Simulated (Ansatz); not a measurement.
# Re (P6_3/mmc) in Ansatz: further runs

Aim: see how the results for Re move with the level of theory and the settings. Levels: RPBE, PBE, LDA. Tasks: band structure, phonons.

All numbers are computed with Ansatz 0.2.0; they aren't measurements. Logs are shortened: lines on timing, memory, paths and dates and some standing lists are left out, and cuts for length are marked.

## 1. The crystal as given

It takes space group P6_3/mmc (No. 194, hexagonal). Conventional cell: a = 2.761 Å, b = 2.761 Å, c = 4.458 Å, α = 90.00°, β = 90.00°, γ = 120.00°. Re (site symmetry -6m2) is surrounded by 12 Re at 2.74 to 2.76 Å.

## 2. Band structure, RPBE

The input, input.yaml:

```yaml
crystal:
  lattice:
    - [2.7608, 0.0, 0.0]
    - [-1.3804, 2.3909229348, 0.0]
    - [0.0, 0.0, 4.4582]
  atoms:
    - { symbol: Re, position: [0.6666666667, 0.3333333333, 0.75] }
    - { symbol: Re, position: [0.3333333333, 0.6666666667, 0.25] }
kpoints:
  mp_grid: { grid: [11, 11, 6] }
  band_path:
    path:
      - [0.0, 0.0, 0.0]
      - [0.5, 0.0, 0.0]
      - [0.3333333333, 0.3333333333, 0.0]
      - [0.0, 0.0, 0.0]
      - [0.0, 0.0, 0.5]
      - [0.5, 0.0, 0.5]
      - [0.3333333333, 0.3333333333, 0.5]
      - [0.0, 0.0, 0.5]
    npoints: 12
scf:
  occupations: { method: fermi_dirac, width: 0.05 }
hamiltonian:
  xc: rpbe
  pseudopotentials: { kind: all_electron, lapw: { basis_error: 0.001 } }
output:
  forces: true
  stress: true
  eigenvalues: true
```

Potentials or basis: all-electron LAPW, scalar-relativistic.

Started as:

```sh
ansatz run input.yaml --threads 1 --pin off --max-ram 3072MiB --backend cpu --events-out ev --progress --plain --runs-dir out
```

What it wrote:

```text
Warning: RAYON_NUM_THREADS=1 ignored (pool sized by the plan → 1); use --threads N
LAPW: plane waves up to 8.583 Å⁻¹, error target 1.0e-3 eV per atom; small_component_spin mean_spin; Re in spheres of 1.370 Å, 39 of its electrons in bands, Dirac shells [] (how accurate: hamiltonian.pseudopotentials.lapw.basis_error, Limitations)
Engine: ansatz 0.2.0, aarch64-unknown-linux-gnu
Pseudopotentials: kind: all_electron
Pseudopotential: Re, LAPW, valence charge 39, lapw/all_electron/scalar/gaussian/Re, Koelling and Harmon's equation, gaussian nucleus
Functional definition: RPBE
  parameter kappa = 0.804
  parameter beta = 0.06672455060314922
  exchange = rpbe_x(kappa = kappa, mu = beta*pi^2/3)
  correlation = pbe_c(beta = beta)
Crystal: 2 atoms, lattice volume = 29.428 Å³
Basis set: ecut = 280.6668725914989 eV, 313 PW (Γ), exchange–correlation at level 2
Bands: 47, of which v1, the nominal top of the filled ones, is band 39 counted from 1 (38 counted from 0)
Symmetry: 24 space group operations
Space group: P63/mmc (ITA 194), of the structure as read, at distance tolerance 3.1e-5 Å
k-points: 64 of 726
Non-local potential: Re, projectors of the file, none
Initial density: superposition of atomic densities (chi_scale 0.1, normalization cell)
Initial wavefunctions: plane waves of lowest kinetic energy (no species holds an atomic orbital)
Functional: x = rpbe, c = pbe(β = 0.06672455060314922)
iter 1 solved again at ethr=1.57e-4 eV; its pass at ethr=1.00e-1 eV (dr2=1.22e-1 eV) is discarded
SCF iter   1: F=—  HF=-908332.135722 eV  |F-HF|=—  |Δ(HF+E_count)|=         —  Δρ=3.00e-2  dr2=1.23e-1  ethr=1.57e-4  ⟨swp⟩=3.0  Hψ=19072  notcnv=0
preconditioner: auto → Kerker (q_TF=auto, 3.210 Å⁻¹)  [metal: Δε(μ)=0.056 eV  Ē_g=35.697 eV  σ=0.050 eV  W_gap=0.27  n_scr=22 (ndim 8)  ℏωp=50.3 eV  f_vac=0.000  D(μ)=1.84/eV (n_scr^D=22)]
SCF iter   2: F=—  HF=-908331.796276 eV  |F-HF|=—  |Δ(HF+E_count)|=   3.39e-1  Δρ=1.32e-2  dr2=3.01e-2  ethr=1.57e-4  ⟨swp⟩=2.0  Hψ=9347  notcnv=0
SCF iter   3: F=—  HF=-908331.779664 eV  |F-HF|=—  |Δ(HF+E_count)|=   1.66e-2  Δρ=8.55e-3  dr2=1.45e-2  ethr=3.86e-5  ⟨swp⟩=2.0  Hψ=8865  notcnv=0
SCF iter   4: F=—  HF=-908331.777090 eV  |F-HF|=—  |Δ(HF+E_count)|=   2.57e-3  Δρ=4.85e-3  dr2=5.56e-3  ethr=1.86e-5  ⟨swp⟩=2.0  Hψ=8865  notcnv=0
iter 5 solved again at ethr=5.83e-7 eV; its pass at ethr=7.13e-6 eV (dr2=4.55e-4 eV) is discarded
SCF iter   5: F=—  HF=-908331.777622 eV  |F-HF|=—  |Δ(HF+E_count)|=   5.32e-4  Δρ=1.26e-3  dr2=4.54e-4  ethr=5.83e-7  ⟨swp⟩=2.0  Hψ=15042  notcnv=0
SCF iter   6: F=—  HF=-908331.777670 eV  |F-HF|=—  |Δ(HF+E_count)|=   4.82e-5  Δρ=2.76e-4  dr2=1.61e-5  ethr=5.82e-7  ⟨swp⟩=2.0  Hψ=8865  notcnv=0
SCF iter   7: F=—  HF=-908331.777671 eV  |F-HF|=—  |Δ(HF+E_count)|=   6.70e-7  Δρ=7.11e-5  dr2=1.47e-6  ethr=2.07e-8  ⟨swp⟩=2.0  Hψ=8865  notcnv=0
SCF iter   8: F=-908331.777671 eV  HF=-908331.777671 eV  |F-HF|=2.64e-8  |Δ(HF+E_count)|=   2.13e-7  Δρ=1.71e-5  dr2=8.38e-8  ethr=1.88e-9  ⟨swp⟩=2.0  Hψ=8865  notcnv=0
SCF 1 converged in 8 iterations: F = -908331.777671 eV  dr2 = 8.38e-8
NSCF: frozen V_eff on 85 k-points
SCF converged after 8 iterations
Free energy (F): -908331.777671 eV
Harris-Foulkes:  -908331.777671 eV  (|F-HF|=2.64e-8)
Internal energy: -908331.763756 eV  (E = F + TS)
E sigma→0 (E₀):  -908331.770714 eV
Entropy (-TS):   -0.013914 eV (-6.957 meV/atom)
Fermi energy:    30.897625 eV
--- Per-component energies (eV) ---
  E_band       = -4477.644744
  E_kinetic    = 1020728.488089
  E_xc         = -18116.759887
  E_electrostatic = -1910943.491958  (all electrons and nuclei)
  E_smearing   = -0.013914  (= −TS)
  E_closure    = 0.000000  (closes the sum)
  E_atoms      = -908309.867666  (free atoms, spherical and without spin; not in F)
  Σ components = -908331.777671   (vs F -908331.777671, Δ=0.00e0)
  Basis errors (estimates in eV, not in F): energy 2.1e-4 per atom: plane waves 1.9e-4 (9.6e-5 summed), levels above the bands 1.5e-115, relativity 1.7e-7, radial functions 2.3e-5, core shells 1.2e-6; eigenvalues (radial functions only) 2.3e-6; not estimated: angular momenta, meshes, grids; target (lapw.basis_error) 1.0e-3; muffin-tin radii Re 1.370 Å
--- Forces (eV/Å), atoms counted from 1 ---
  atom   1  Re     0.00000000    -0.00000000    -0.00000000
  atom   2  Re     0.00000000     0.00000000     0.00000000
  max |Σ_I F_I| component: 2.78e-17 eV/Å
--- Stress (GPa, compression-positive) ---
        9.844633       0.000000       0.000000
        0.000000       9.844633      -0.000000
        0.000000      -0.000000      10.427253
  P = ⅓ Tr σ = 10.0388 GPa (100.388 kbar)
--- Band table (eV; the first three rows and the last of 64) ---
  k-point 0: bands = ["-218.6558", "-218.6558", "-218.6558", "-218.6558", "-218.6545", "-218.6545", "-218.6545", "-218.6545", "-218.6536", "-218.6536", "-48.9152", "-48.7920", "-11.4336", "-10.3807", "-10.3807", "-10.2044", "-10.2044", "-10.1833", "-6.0208", "-6.0199", "-6.0192", "-6.0102", "-6.0102", "-6.0074", "-6.0074", "-6.0074", "-6.0074", "-6.0004", "-5.9916", "-5.9916", "-5.9888", "-5.9874", "21.0301", "24.2689", "29.3211", "29.3211", "29.3221", "30.1595", "30.1595", "31.0899", "31.0899", "31.4760", "34.2688", "34.2688", "40.8771", "44.2907", "46.2904"]
  k-point 1: bands = ["-218.6558", "-218.6558", "-218.6558", "-218.6558", "-218.6545", "-218.6545", "-218.6545", "-218.6545", "-218.6536", "-218.6536", "-48.9070", "-48.8003", "-11.3550", "-10.3690", "-10.3690", "-10.2728", "-10.2163", "-10.2163", "-6.0227", "-6.0197", "-6.0166", "-6.0137", "-6.0137", "-6.0093", "-6.0093", "-6.0026", "-6.0026", "-6.0013", "-5.9909", "-5.9909", "-5.9887", "-5.9875", "21.3607", "24.2799", "29.1286", "29.1827", "29.1827", "29.9602", "29.9602", "30.6185", "31.5310", "31.5310", "34.2932", "34.2932", "42.1712", "43.7307", "46.8743"]
  k-point 2: bands = ["-218.6558", "-218.6558", "-218.6558", "-218.6558", "-218.6545", "-218.6545", "-218.6545", "-218.6545", "-218.6536", "-218.6536", "-48.8846", "-48.8230", "-11.1367", "-10.5126", "-10.3370", "-10.3370", "-10.2488", "-10.2488", "-6.0233", "-6.0211", "-6.0161", "-6.0161", "-6.0130", "-6.0130", "-6.0121", "-6.0037", "-5.9969", "-5.9969", "-5.9906", "-5.9906", "-5.9885", "-5.9877", "22.2600", "24.1249", "28.7046", "29.0674", "29.0674", "29.1740", "29.5441", "29.5441", "32.4764", "32.4764", "34.1153", "34.1153", "43.5015", "44.9535", "45.3906"]
  k-point 63: bands = ["-218.6557", "-218.6557", "-218.6557", "-218.6557", "-218.6545", "-218.6545", "-218.6545", "-218.6545", "-218.6536", "-218.6536", "-48.7709", "-48.7709", "-11.2032", "-11.2032", "-10.8835", "-10.8835", "-10.4135", "-10.4135", "-6.0171", "-6.0171", "-6.0102", "-6.0102", "-6.0077", "-6.0077", "-6.0052", "-6.0052", "-6.0015", "-6.0015", "-6.0010", "-6.0010", "-5.9982", "-5.9982", "26.1070", "26.1070", "27.3439", "27.3439", "28.7057", "28.7057", "31.0367", "31.0367", "34.3562", "34.3562", "39.8168", "39.8168", "41.4360", "41.4360", "44.0085"]
```

Run time: 42 s. Hardware: 1 thread of Arm Neoverse V1, shared host; peak memory 0.41 GiB.

What came out:

```yaml
Free_energy: -908331.7777 eV
Pressure: 10.0 GPa
Band_gap_along_the_path: none (metal or under the smearing width)
```

Levels at the corners of the path, in eV from the Fermi level:
```tsv
point	band 35	band 36	band 37	band 38	band 39	band 40	band 41	band 42	band 43	band 44
Γ	-1.58	-1.58	-1.58	-0.74	-0.74	0.19	0.19	0.58	3.37	3.37
M	-5.25	-1.93	-1.75	-1.38	-0.60	3.99	4.40	4.53	6.08	7.06
K	-4.05	-3.37	-2.13	-2.13	-0.04	3.04	3.04	3.52	6.50	6.50
Γ	-1.58	-1.58	-1.58	-0.74	-0.74	0.19	0.19	0.58	3.37	3.37
A	-2.39	-2.39	-1.70	-1.70	-1.70	-1.70	2.56	2.56	2.56	2.56
L	-4.10	-4.10	0.39	0.39	0.89	0.89	4.30	4.30	4.78	4.78
H	-3.74	-3.74	-2.16	-2.16	0.06	0.06	3.36	3.36	9.53	9.53
A	-2.39	-2.39	-1.70	-1.70	-1.70	-1.70	2.56	2.56	2.56	2.56
```

Caveat: spin-orbit coupling is left out, which moves the levels of the heavy elements.

## 3. Phonons, PBE

The input, input.yaml:

```yaml
crystal:
  lattice:
    - [2.7608, 0.0, 0.0]
    - [-1.3804, 2.3909229348, 0.0]
    - [0.0, 0.0, 4.4582]
  atoms:
    - { symbol: Re, position: [0.6666666667, 0.3333333333, 0.75] }
    - { symbol: Re, position: [0.3333333333, 0.6666666667, 0.25] }
kpoints:
  mp_grid: { grid: [8, 8, 5] }
scf:
  occupations: { method: fermi_dirac, width: 0.05 }
hamiltonian:
  xc: pbe
  pseudopotentials: { kind: all_electron, lapw: { basis_error: 0.001 } }
output: {}
phonons:
  method: fd
  supercell: [1, 1, 1]
```

Potentials or basis: all-electron LAPW, scalar-relativistic.

Started as:

```sh
ansatz run input.yaml --threads 1 --pin off --max-ram 3072MiB --backend cpu --events-out ev --progress --plain --runs-dir out
```

What it wrote:

```text
Warning: RAYON_NUM_THREADS=1 ignored (pool sized by the plan → 1); use --threads N
LAPW: plane waves up to 8.932 Å⁻¹, error target 1.0e-3 eV per atom; small_component_spin mean_spin; Re in spheres of 1.329 Å, 45 of its electrons in bands, Dirac shells [] (how accurate: hamiltonian.pseudopotentials.lapw.basis_error, Limitations)
[... 2 set-up lines as earlier in the session ...]
Pseudopotential: Re, LAPW, valence charge 45, lapw/all_electron/scalar/gaussian/Re, Koelling and Harmon's equation, gaussian nucleus
Functional definition: PBE
[... 2 set-up lines as earlier in the session ...]
  exchange = pbe_x(kappa = kappa, mu = beta*pi^2/3)
[... 80 lines left out ...]
  k-point 29: bands = ["-410.2938", "-410.2938", "-410.2938", "-410.2938", "-410.2862", "-410.2862", "-218.6772", "-218.6772", "-218.6772", "-218.6772", "-218.6712", "-218.6712", "-218.6712", "-218.6712", "-218.6700", "-218.6700", "-48.8353", "-48.8301", "-11.2864", "-11.2488", "-10.9679", "-10.8634", "-10.5081", "-10.4657", "-6.0806", "-6.0802", "-6.0705", "-6.0681", "-6.0665", "-6.0657", "-6.0639", "-6.0638", "-6.0626", "-6.0615", "-6.0592", "-6.0587", "-6.0573", "-6.0569", "25.6731", "26.1891", "27.1381", "27.3327", "28.4020", "28.9730", "30.8150", "31.5015", "34.1175", "34.5438", "38.8963", "39.1470", "41.3909", "42.0195", "43.4184", "45.1793"]
--- Phonons: 2 displaced members + reference (amplitude 0.01 Å, Σ member SCF iterations 17) ---
  symmetry images taken by strict's conditions (phonons.symmetry_images: auto; settled by no image being taken that strict refuses)
  ASR residual: 9.996e-5 → 0.000e0 eV/Å²; symmetrization residual: 5.329e-15 eV/Å²
  largest component of a force at the reference: 7.4e-17 eV/Å
  ASR residual per site (eV/Å²): 1.00e-4 1.00e-4
  Γ frequencies (cm⁻¹): 0.00 0.00 0.00 116.97 116.97 141.87
  density of states and harmonic sums: on the 26×26×14 q-mesh, interpolated from the force constants of a 1×1×1 supercell (no non-analytic term)
  largest difference from the sums on the solved wave vectors: F 6.54e-1 eV, S 9.12e-4 and C_V 2.58e-4 eV/K
  zero-point energy: 0.032115 eV/cell   skipped modes (ω ≤ 0): 3   left out of the sums: 5.28e-5 of the cell's modes: C_V's classical limit lies that fraction below 3 k_B per atom; for a crystal, a wire or a layer, F and S can be off by more, and a phonons.interpolated_qmesh denser along its periods is the remedy for the sampling
```

Run time: 2.7 min. Hardware: 1 thread of Arm Neoverse V1, shared host; peak memory 0.55 GiB.

What came out:

* Free energy: -908305.9274 eV
* Band gap on the k mesh: none (metal or under the smearing width)
* Highest phonon frequency at Γ: 142 cm⁻¹

Levels at points of the mesh, in eV from the Fermi level:
```
            k point  band 43  band 44  band 45  band 46  band 47  band 48
 (0.00, 0.00, 0.00)    -1.55    -0.72    -0.72     0.22     0.22     0.64
(0.00, -0.50, 0.00)    -1.71    -1.34    -0.57     4.01     4.43     4.55
```

Phonon frequencies in cm⁻¹ (negative: imaginary):
```tsv
q point	frequencies
(0.000, 0.000, 0.000)	0 0 0 117 117 142
```

Caveat: the k mesh is thin for a metal, which can move the energy by tens of meV per atom; a metal's response needs a denser mesh. The run has no spin-orbit coupling, so splittings on Re are missing.

## 4. Band structure, LDA, spin-orbit coupling, no magnetisation

Changes to input.yaml since step 3:

```diff
@@ -10,2 +10,13 @@
   mp_grid: { grid: [8, 8, 5] }
+  band_path:
+    path:
+      - [0.0, 0.0, 0.0]
+      - [0.5, 0.0, 0.0]
+      - [0.3333333333, 0.3333333333, 0.0]
+      - [0.0, 0.0, 0.0]
+      - [0.0, 0.0, 0.5]
+      - [0.5, 0.0, 0.5]
+      - [0.3333333333, 0.3333333333, 0.5]
+      - [0.0, 0.0, 0.5]
+    npoints: 12
 scf:
@@ -13,7 +24,10 @@
 hamiltonian:
-  xc: pbe
+  xc: lda
   pseudopotentials: { kind: all_electron, lapw: { basis_error: 0.001 } }
-output: {}
-phonons:
-  method: fd
-  supercell: [1, 1, 1]
+magnetization:
+  noncollinear: true
+  spin_orbit: true
+output:
+  forces: true
+  stress: true
+  eigenvalues: true
```

Potentials or basis: all-electron LAPW, relativistic spinors.

Started as:

```sh
ansatz run input.yaml --threads 1 --pin off --max-ram 3072MiB --backend cpu --events-out ev --progress --plain --runs-dir out
```

Wall time 3.6 min (1 thread of Arm Neoverse V2, shared host); peak memory 0.69 GiB.

The run converged. Its results:

- Free energy: -909177.3389 eV
- Pressure: -9.3 GPa
- Band gap along the path: none (metal or under the smearing width)

Stress tensor (GPa, compression positive):
```
-9.22  0.00  0.00
 0.00 -9.22  0.00
 0.00  0.00 -9.57
```

Levels at the corners of the path, in eV from the Fermi level:
| point | band 75 | band 76 | band 77 | band 78 | band 79 | band 80 | band 81 | band 82 |
| --- | --- | --- | --- | --- | --- | --- | --- | --- |
| Γ | -1.23 | -1.23 | -0.42 | -0.42 | 0.09 | 0.09 | 0.46 | 0.46 |
| M | -1.43 | -1.43 | -0.56 | -0.56 | 3.98 | 3.98 | 4.17 | 4.17 |
| K | -2.10 | -2.10 | -0.01 | -0.01 | 2.82 | 2.82 | 3.23 | 3.23 |
| Γ | -1.23 | -1.23 | -0.42 | -0.42 | 0.09 | 0.09 | 0.46 | 0.46 |
| A | -2.04 | -2.04 | -1.45 | -1.45 | -1.45 | -1.45 | 2.46 | 2.46 |
| L | 0.22 | 0.22 | 0.97 | 0.97 | 0.97 | 0.97 | 4.21 | 4.21 |
| H | -2.17 | -2.17 | -0.21 | -0.21 | 0.32 | 0.32 | 3.29 | 3.29 |
| A | -2.04 | -2.04 | -1.45 | -1.45 | -1.45 | -1.45 | 2.46 | 2.46 |

Caveat: the k mesh is thin for a metal, which can move the energy by tens of meV per atom.

## 5. Summary

| task | level | potentials or basis | spin | k mesh | cutoff (eV) | pressure (GPa) |
| --- | --- | --- | --- | --- | --- | --- |
| band structure | RPBE | all-electron LAPW, scalar-relativistic | off | 11 × 11 × 6 | 281 | 10.0 |
| phonons | PBE | all-electron LAPW, scalar-relativistic | off | 8 × 8 × 5 | 304 | - |
| band structure | LDA | all-electron LAPW, relativistic spinors | SOC, no magnetisation | 8 × 8 × 5 | 282 | -9.3 |

Alike in all rows: cell as given; smearing fermi-dirac 0.05 eV; basis error allowed 0.001 eV/atom.

Caveats: the k mesh is thin for a metal, which can move the energy by tens of meV per atom (some runs); spin-orbit coupling is left out, which moves the levels of the heavy elements (some runs); a metal's response needs a denser mesh (some runs).

Compare energies only between runs with the same functional and basis.
